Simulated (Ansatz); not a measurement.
# TiO₂: strain energy, fitted

TiO₂, Pbcn, a = 4.556 Å, b = 5.509 Å, c = 4.947 Å. This isn't the usual stable structure of the compound. Ansatz: r2SCAN+U, PAW, 500 eV, Γ-centred 6×4×6 mesh on 12 atoms, Gaussian smearing 0.02 eV; U_eff Ti 4.00 eV; no spin polarisation. Series: equal strain along all axes, cell held, atoms relaxed; x is the strain in per cent. y is the free energy over the unstrained cell, V0 = 10.349 Å³/atom.

```tsv
x (%)	y (meV/atom)
-2.0	?
-1.0	6.92
0.0	0.00
1.0	6.62
2.0	25.66
```

Q: Fit y = c2 x² + c3 x³ to the other rows, turn c2 into a modulus, and predict the missing energy.

A: Least squares on the rows shown. y = 6.7593 x² − 0.17146 x³. In eV per unit strain² c2 is 67.59; the stiffness is B for this strain (E = 9/2 B V0 ε², shape held): 2 × 67.59 × 160.2 / (9 × 10.349) = 233 GPa. At x = -2.0 the fit asked for gives 28.41 meV/atom. The run gave 28.52 meV/atom, so the fit is 0.11 meV/atom too low, a small miss on the scale of the series. The form still works here, 33 % of the fitted range beyond its end.